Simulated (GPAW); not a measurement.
# Core-hole calculation of the C K edge in a C monolayer

Aim: the polarisation-dependent near-edge structure of a C monolayer.

Method: X-ray absorption from dipole matrix elements to empty bands, plane-wave PAW PBE, in GPAW 26.7.0.

**1. The structure**

The cell holds 18 atoms: 18 C. Its edges and angles: a = 7.380 Å, b = 7.380 Å, c = 10.400 Å, α = 90.0°, β = 90.0°, γ = 120.0°. It derives from C. 18-site supercell of C monolayer. Vacuum lies along c.

Structure file:

```xyz
18
Lattice="7.3800 0.0000 0.0000 -3.6900 6.3913 0.0000 0.0000 0.0000 10.4000" Properties=species:S:1:pos:R:3
C     0.0000    0.0000    5.2000
C    -1.2300    2.1304    5.2000
C     2.4600    0.0000    5.2000
C    -2.4600    4.2608    5.2000
C     1.2300    2.1304    5.2000
C     4.9200    0.0000    5.2000
C     0.0000    4.2608    5.2000
C     3.6900    2.1304    5.2000
C     2.4600    4.2608    5.2000
C     1.2300    0.7101    5.2000
C     0.0000    2.8406    5.2000
C     3.6900    0.7101    5.2000
C    -1.2300    4.9710    5.2000
C     2.4600    2.8406    5.2000
C     6.1500    0.7101    5.2000
C     1.2300    4.9710    5.2000
C     4.9200    2.8406    5.2000
C     3.6900    4.9710    5.2000
```

**2. Relaxation**

The cell was built by hand, so its atoms are relaxed first: near-edge features follow bond lengths closely.

relax.py reads:

```python
import numpy as np
from ase import Atoms
from ase.parallel import parprint, paropen
from gpaw import GPAW, PW, FermiDirac, Mixer, MixerDif, setup_paths
from ase.optimize import BFGS

atoms = Atoms('C18',
    cell=[[7.38, 0, 0],
     [-3.69, 6.39126748, 0],
     [0, 0, 10.4]],
    scaled_positions=[[0, 0, 0.5],
     [0, 0.3333333, 0.5],
     [0.3333333, 0, 0.5],
     [0, 0.6666667, 0.5],
     [0.3333333, 0.3333333, 0.5],
     [0.6666667, 0, 0.5],
     [0.3333333, 0.6666667, 0.5],
     [0.6666667, 0.3333333, 0.5],
     [0.6666667, 0.6666667, 0.5],
     [0.2222222, 0.1111111, 0.5],
     [0.2222222, 0.4444444, 0.5],
     [0.5555556, 0.1111111, 0.5],
     [0.2222222, 0.7777778, 0.5],
     [0.5555556, 0.4444444, 0.5],
     [0.8888889, 0.1111111, 0.5],
     [0.5555556, 0.7777778, 0.5],
     [0.8888889, 0.4444444, 0.5],
     [0.8888889, 0.7777778, 0.5]],
    pbc=True)
atoms.calc = GPAW(legacy_gpaw=True, mode=PW(400, force_complex_dtype=True), xc='PBE', setups={},
    kpts={'size': (3, 3, 1), 'gamma': True}, occupations=FermiDirac(0.08),
    charge=0, mixer=Mixer(0.05, 8, 50), maxiter=150,
    convergence={'density': 0.0001, 'eigenstates': 1e-6}, txt='relax.txt')
steps = []
opt = BFGS(atoms, logfile='-')
opt.attach(lambda: steps.append([atoms.get_potential_energy(), float(np.linalg.norm(atoms.get_forces(), axis=1).max())]))
done = opt.run(fmax=0.06, steps=35)
out = dict(done=bool(done), steps=steps, frac=atoms.get_scaled_positions().tolist())
import json
with paropen('out.json', 'w') as f:
    json.dump(out, f)
```

Run with:

```sh
$ OMP_NUM_THREADS=1 mpirun -n 4 gpaw python relax.py
```

Numbers of over 12 decimals in the logs are rounded to 6 here.

The log of the run:

```text
Input parameters:
  convergence: {density: 0.0001,
                eigenstates: 1e-06}
  kpts: {gamma: True,
         size: (3, 3, 1)}
  maxiter: 150
  mixer: {backend: pulay,
          beta: 0.05,
          method: separate,
          nmaxold: 8,
          weight: 50}
  mode: {ecut: 400.0,
         force_complex_dtype: True,
         name: pw}
  occupations: {fixmagmom: False,
                name: fermi-dirac,
[...]
(s=0, k=0, n=35, [0.00, 0.00, 0.00]) -> (s=0, k=0, n=36, [0.00, 0.00, 0.00])
No difference between direct/indirect transitions

Forces in eV/Ang:
  0 C     0.00023   -0.00013    0.00000
  1 C     0.00039   -0.00078    0.00000
  2 C     0.00006    0.00046    0.00000
  3 C    -0.00037   -0.00028    0.00000
[...]
16 C    -0.00084    0.00023    0.00000
 17 C    -0.00048   -0.00113    0.00000
Step     Time          Energy          fmax
BFGS:    0 23:23:49     -164.412105        0.001263
[key lines of the parts left out:]
Converged after 19 iterations.
Dipole moment: (7.851285, -4.532941, 0.000000) |e|*Ang
Free energy:   -164.412105
Fermi level: -0.83310
```

It took 22 s on 4 MPI ranks of Arm Neoverse V1, shared host; peak memory 0.31 GiB.

The forces of the start geometry were already under the goal, so no step was taken.

**3. Ground state of the crystal**

A plain self-consistent run shows whether there is a gap, which decides the set-up of the core-hole run.

scf.py reads:

```python
import numpy as np
from ase import Atoms
from ase.parallel import parprint, paropen
from gpaw import GPAW, PW, FermiDirac, Mixer, MixerDif, setup_paths
from gpaw.test import gen
setup_paths.insert(0, '.')
gen('C', name='nch1s', xcname='PBE', corehole=(1, 0, 0), write_xml=True)
from gpaw.mpi import world
world.barrier()

atoms = Atoms('C18',
    cell=[[7.38, 0, 0],
     [-3.69, 6.39126748, 0],
     [0, 0, 10.4]],
    scaled_positions=[[0, 0, 0.5],
     [0, 0.3333333, 0.5],
     [0.3333333, 0, 0.5],
     [0, 0.6666667, 0.5],
     [0.3333333, 0.3333333, 0.5],
     [0.6666667, 0, 0.5],
     [0.3333333, 0.6666667, 0.5],
     [0.6666667, 0.3333333, 0.5],
     [0.6666667, 0.6666667, 0.5],
     [0.2222222, 0.1111111, 0.5],
     [0.2222222, 0.4444444, 0.5],
     [0.5555556, 0.1111111, 0.5],
     [0.2222222, 0.7777778, 0.5],
     [0.5555556, 0.4444444, 0.5],
     [0.8888889, 0.1111111, 0.5],
     [0.5555556, 0.7777778, 0.5],
     [0.8888889, 0.4444444, 0.5],
     [0.8888889, 0.7777778, 0.5]],
    pbc=True)
atoms.calc = calc = GPAW(legacy_gpaw=True, mode=PW(400, force_complex_dtype=True), xc='PBE', setups={0: 'nch1s'},
    kpts={'size': (4, 4, 1), 'gamma': True}, occupations=FermiDirac(0.05),
    charge=0, mixer=Mixer(0.05, 8, 50), maxiter=150,
    convergence={'density': 0.0001, 'eigenstates': 1e-6}, txt='scf.txt')
energy = atoms.get_potential_energy() + calc.get_reference_energy()
ef = calc.get_fermi_level()
out = dict(energy=energy, fermi=ef, forces=atoms.get_forces().tolist())
parprint(f'all-electron energy {energy:.4f} eV, Fermi level {ef:.4f} eV')
ev = np.array([[calc.get_eigenvalues(k, s) for k in range(len(calc.get_ibz_k_points()))] for s in range(calc.get_number_of_spins())])
out['homo'], out['lumo'], out['counts'] = ev[ev < ef].max(), ev[ev > ef].min(), sorted(set((ev < ef).sum((0, 2)).tolist()))
out['filled'] = (ev[:, 0] < ef).sum(1).tolist()
import json
with paropen('out.json', 'w') as f:
    json.dump(out, f)
```

Run with:

```sh
$ OMP_NUM_THREADS=1 mpirun -n 4 gpaw python scf.py
```

The log of the run:

```text
Input parameters:
  convergence: {density: 0.0001,
                eigenstates: 1e-06}
  kpts: {gamma: True,
         size: (4, 4, 1)}
  maxiter: 150
  mixer: {backend: pulay,
          beta: 0.05,
          method: separate,
          nmaxold: 8,
          weight: 50}
  mode: {ecut: 400.0,
         force_complex_dtype: True,
         name: pw}
  occupations: {fixmagmom: False,
                name: fermi-dirac,
                width: 0.05}
  setups: {0: nch1s}
  xc: PBE

Initialize ...

[... PAW data sets ...]

Reference energy: -18497.306152  # eV

Spin-paired calculation

[... convergence settings ...]
Symmetries present (total): 4
  [... symmetry matrices ...]

16 k-points: 4 x 4 x 1 Monkhorst-Pack grid + [1/8,1/8,0.000000]
7 k-points in the irreducible part of the Brillouin zone
       k-points in crystal coordinates                weights
   0:     0.00000000    0.00000000    0.00000000          1/16
   1:     0.25000000   -0.25000000    0.00000000          2/16
   2:     0.25000000    0.00000000    0.00000000          4/16
   3:     0.25000000    0.25000000    0.00000000          2/16
   4:     0.50000000    0.00000000    0.00000000          2/16
   5:     0.50000000    0.25000000    0.00000000          4/16
   6:     0.50000000    0.50000000    0.00000000          1/16

Wave functions: Plane wave expansion
  Cutoff energy: 400.000 eV
  Number of coefficients (min, max): 8805, 8908
  Pulay-stress correction: 0.000000 eV/Ang^3 (de/decut=0.000000)
  Using FFTW library
  Wavefunction extrapolation:
    Improved wavefunction reuse through dual PAW basis

Occupation numbers: Fermi-Dirac:
  width: 0.0500  # eV

Eigensolver
   Davidson(niter=2)

Densities:
  Coarse grid: 35*35*48 grid
  Fine grid: 70*70*96 grid
  Total Charge: 0.000000

Density mixing:
  Method: separate
  Backend: pulay
  Linear mixing parameter: 0.05
  old densities: 8
  Width of damping distribution: 1.1
  Damping of long wavelength oscillations: 50

[... Hamiltonian set-up ...]
Number of atoms: 18
Number of atomic orbitals: 72
Number of bands in calculation: 48
Number of valence electrons: 72
Bands to converge: occupied

... initialized

Initializing position-dependent things.

Density initialized from atomic densities
Creating initial wave functions:
  48 bands from LCAO basis set

          C   C C   C C   C
               C     C     C
            C     C     C
             C   C C   C C   C

Atomic positions and initial magnetic moments

Positions:
   0 C      0.000000    0.000000    5.200000    ( 0.0000,  0.0000,  0.0000)
   1 C     -1.230000    2.130422    5.200000    ( 0.0000,  0.0000,  0.0000)
   2 C      2.460000    0.000000    5.200000    ( 0.0000,  0.0000,  0.0000)
   3 C     -2.460000    4.260845    5.200000    ( 0.0000,  0.0000,  0.0000)
   4 C      1.230000    2.130422    5.200000    ( 0.0000,  0.0000,  0.0000)
   5 C      4.920000    0.000000    5.200000    ( 0.0000,  0.0000,  0.0000)
   6 C     -0.000000    4.260845    5.200000    ( 0.0000,  0.0000,  0.0000)
[...]
15 C      1.230000    4.970986    5.200000    ( 0.0000,  0.0000,  0.0000)
  16 C      4.920000    2.840563    5.200000    ( 0.0000,  0.0000,  0.0000)
  17 C      3.690000    4.970986    5.200000    ( 0.0000,  0.0000,  0.0000)

Unit cell:
           periodic     x           y           z      points  spacing
  1. axis:    yes    7.380000    0.000000    0.000000    35     0.1826
  2. axis:    yes   -3.690000    6.391267    0.000000    35     0.1826
  3. axis:    yes    0.000000    0.000000   10.400000    48     0.2167

  Lengths:   7.380000   7.380000  10.400000
  Angles:   90.000000  90.000000 120.000000

Effective grid spacing dv^(1/3) = 0.2028

iter:   1  -172.765431
iter:   2  -172.436467   -0.54  -0.81
iter:   3  -172.462108   -1.32  -0.81
iter:   4  -168.888648   -1.77  -0.81
iter:   5  -164.876088   -0.77  -0.92
iter:   6  -164.901558   -2.02  -1.42
iter:   7  -164.896907c  -2.89  -1.40
iter:   8  -164.521008   -1.73  -1.39
iter:   9  -164.781832   -1.98  -1.34
[...]
iter:  20  -164.503364c  -4.04  -1.85
iter:  21  -164.563764   -3.77  -1.93
iter:  22  -164.442248   -2.73  -1.80
iter:  23  -164.441825   -3.93  -2.47
iter:  24  -164.450063c  -4.12  -2.50
iter:  25  -164.443532c  -3.72  -2.43
iter:  26  -164.443608c  -4.78  -2.99
iter:  27  -164.443190c  -5.01  -2.92
iter:  28  -164.443193c  -6.37c -3.51
iter:  29  -164.443180c  -6.67c -3.54
iter:  30  -164.443177c  -6.31c -3.66
iter:  31  -164.443148c  -6.75c -3.67
iter:  32  -164.443241c  -7.30c -3.78
iter:  33  -164.443249c  -7.80c -3.97
iter:  34  -164.443249c  -8.67c -4.05c

Converged after 34 iterations.

Dipole moment: (7.852980, -4.533920, 0.000000) |e|*Ang

Energy contributions relative to reference atoms: (reference = -18497.306152)

Kinetic:       +150.657737
Potential:     -153.865735
External:        +0.000000
XC:            -161.329616
Entropy (-ST):   -0.017329
Local:           +0.103029
SIC:             +0.000000
--------------------------
Free energy:   -164.451913
Extrapolated:  -164.443249

Showing only first 2 kpts
 Kpt  Band  Eigenvalues  Occupancy
  0    34     -0.83127    1.00114
  0    35     -0.83115    0.99996
  0    36     -0.83114    0.99987
  0    37     -0.83106    0.99903

  1    34     -2.19441    2.00000
  1    35     -2.19430    2.00000
  1    36      0.47186    0.00000
  1    37      0.47196    0.00000

Fermi level: -0.83116

No gap
No difference between direct/indirect transitions

Forces in eV/Ang:
  0 C     0.00014   -0.00008    0.00000
  1 C     0.00032   -0.00050    0.00000
  2 C     0.00045    0.00044    0.00000
  3 C    -0.00016   -0.00061    0.00000
  4 C     0.00079    0.00001    0.00000
  5 C     0.00060   -0.00002    0.00000
  6 C     0.00062   -0.00036    0.00000
[...]
15 C    -0.00028   -0.00025    0.00000
 16 C    -0.00091    0.00035    0.00000
 17 C    -0.00045   -0.00139    0.00000
Scalar-relativistic atomic PBE calculation for C (Carbon, Z=6)
Core hole in 1s state (1s occupation: 2.0)
300 radial gridpoints.
|------------------------------------------------|
|------------------------------------------------|
[... the atom generator's iteration count ...]

Energy contributions:
-------------------------
Kinetic:      +37.662629
XC:            -5.078007
Potential:    -70.349262
-------------------------
Total:        -37.764640

state      eigenvalue         ekin         rmax
-----------------------------------------------
1s^2.0 :   -10.046298    15.958807        0.174
2s^2.0 :    -0.505334     1.651367        1.213
2p^2.0 :    -0.194204     1.221141        1.203
-----------------------------------------------
(units: Bohr and Hartree)

Generating PAW setup
Kinetic energy of the core from tauc = 31.932223
Cutoffs:
rc(s)=1.200
rc(p)=1.200
rc(d)=1.200
rc(vbar)=1.080
rc(comp)=1.200
rc(nct)=1.200

Kinetic energy of the core states: 31.917614
Charge: 0.0
Core electrons: 2.0
Valence electrons: 4.0
Pseudo-core charge: 0.031265
Shape function alpha=6.944
Pseudo-electron charge 4.035260
state    eigenvalue         norm
--------------------------------
2s(2) :    -0.505334     1.046026
*s    :     0.494666
2p(2) :    -0.194204     0.955972
*p    :     0.805796
*d    :     0.000000
--------------------------------

Diagonalizing with gridspacing h=0.050

state   all-electron     PAW
-------------------------------
2s:      -0.505334    -0.505970
2p:      -0.194204    -0.194948
*d:                    0.044948
*f:                    0.074429
-------------------------------
all-electron energy -18661.7494 eV, Fermi level -0.8312 eV
```

Wall time 60 s (4 MPI ranks); peak memory 0.31 GiB; 4 min of CPU time.

The mesh shows no gap, so the system is treated as a metal and the core electron is put at the Fermi level (neutral cell).

**4. Reference energy of the cell**

The photon energy needs a difference of total energies, so the cell and mesh of the coming hole run are first run without a hole.

scf.py, as its differences from that of step 3:

```diff
@@ -34,3 +34,3 @@
 atoms.calc = calc = GPAW(legacy_gpaw=True, mode=PW(400, force_complex_dtype=True), xc='PBE', setups={0: 'nch1s'},
-    kpts={'size': (4, 4, 1), 'gamma': True}, occupations=FermiDirac(0.05),
+    kpts={'size': (4, 4, 1), 'gamma': True}, occupations=FermiDirac(0.1),
     charge=0, mixer=Mixer(0.05, 8, 50), maxiter=150,
```

The log of the run:

```text
Input parameters:
  convergence: {density: 0.0001,
                eigenstates: 1e-06}
  kpts: {gamma: True,
         size: (4, 4, 1)}
  maxiter: 150
  mixer: {backend: pulay,
          beta: 0.05,
          method: separate,
          nmaxold: 8,
          weight: 50}
  mode: {ecut: 400.0,
         force_complex_dtype: True,
         name: pw}
  occupations: {fixmagmom: False,
                name: fermi-dirac,
[...]
2s(2) :    -0.505334     1.046026
*s    :     0.494666
2p(2) :    -0.194204     0.955972
*p    :     0.805796
*d    :     0.000000
--------------------------------

Diagonalizing with gridspacing h=0.050

state   all-electron     PAW
-------------------------------
2s:      -0.505334    -0.505970
2p:      -0.194204    -0.194948
*d:                    0.044948
*f:                    0.074429
-------------------------------
all-electron energy -18661.7581 eV, Fermi level -0.8333 eV
[key lines of the parts left out:]
Converged after 27 iterations.
Dipole moment: (7.851644, -4.533149, 0.000000) |e|*Ang
Free energy:   -164.469237
Fermi level: -0.83329
```

Run time: 48 s. Hardware: 4 MPI ranks; peak memory 0.31 GiB; 3.2 min of CPU time.

Reference energy: -18661.758 eV with the cores included.

[end of part 1 of 2]

[Banner, clock and machine lines of the logs are left out without a mark of their own.]

[Logs are printed without paths, hosts, clocks, repeated set-up lines and the standing remarks that a program may print on its own settings, such as how far it seeks lower states.]

[Hosts, paths, dates, database ids (printed as entryN), source tags and the programs' standing remarks are cut or masked in the printed files.]

[Lists of maxima count a maximum above −3 eV only where it reaches 4 % of the highest in the window and stands out from its surroundings by 2 % of it (1.5 % where it reaches 55 %); shoulders and weaker maxima are passed over, and of the rest the first, up to two pre-edge ones and the few strongest are named.]
